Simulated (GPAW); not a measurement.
**SnTe: phonons with vdW-DF2**

The system is SnTe.

```
Te Sn
1.0
     0.00000    3.15085    3.15085
     3.15085    0.00000    3.15085
     3.15085    3.15085    0.00000
Te Sn
1 1
Direct
  0.50000 0.50000 0.50000
  0.00000 0.00000 0.00000
```

| Quantity | Value |
| --- | --- |
| Program | GPAW 26.7.0 |
| Task | phonons |
| Functional | vdW-DF2 |
| Potentials or basis | GPAW PAW data sets (gpaw-data 1.2.1) |
| Cutoff | 510 eV |
| Basis | pw |
| k mesh | 5 × 5 × 5 |
| Occupations | fermi-dirac, width 0.05 eV |
| Spin | no spin polarisation |
| eigensolver | ppcg |
| Maxiter | 100 |
| convergence | tight_forces |
| Supercell | 1 × 1 × 1 |
| Supercell k mesh | 5 × 5 × 5 |
| Displacement | 0.02 |
| Relaxed first | ions |

- Highest phonon frequency at Γ, LO-TO splitting left out: 23 cm⁻¹

Final structure:
```yaml
crystal:
  lattice:
    - [0.00000, 3.15085, 3.15085]
    - [3.15085, 0.00000, 3.15085]
    - [3.15085, 3.15085, 0.00000]
  atoms:
    - { symbol: Te, position: [0.50000, 0.50000, 0.50000] }
    - { symbol: Sn, position: [0.00000, 0.00000, 0.00000] }
```

Levels at points of the mesh, in eV from the Fermi level:
| k point | band 6 | band 7 | band 8 | band 9 | band 10 | band 11 | band 12 | band 13 | band 14 | band 15 |
| --- | --- | --- | --- | --- | --- | --- | --- | --- | --- | --- |
| (0.00, 0.00, 0.00) | -12.89 | -4.93 | -2.27 | -2.27 | -2.27 | 3.15 | 3.15 | 3.15 | 4.94 | 4.94 |

Phonon frequencies in cm⁻¹ (negative: imaginary):
```tsv
q point	frequencies
(0.000, 0.000, 0.000)	0 0 0 23 23 23
```

Run time: 42 s on 1 thread of Arm Neoverse V2, with other jobs on the host, peak memory 0.31 GiB.

Caveat: the LO-TO splitting is left out; this odd mesh misses L, where the gap lies, so gap, dielectric constants and Born charges aren't listed. The run has no spin-orbit coupling, so splittings on Te are missing.
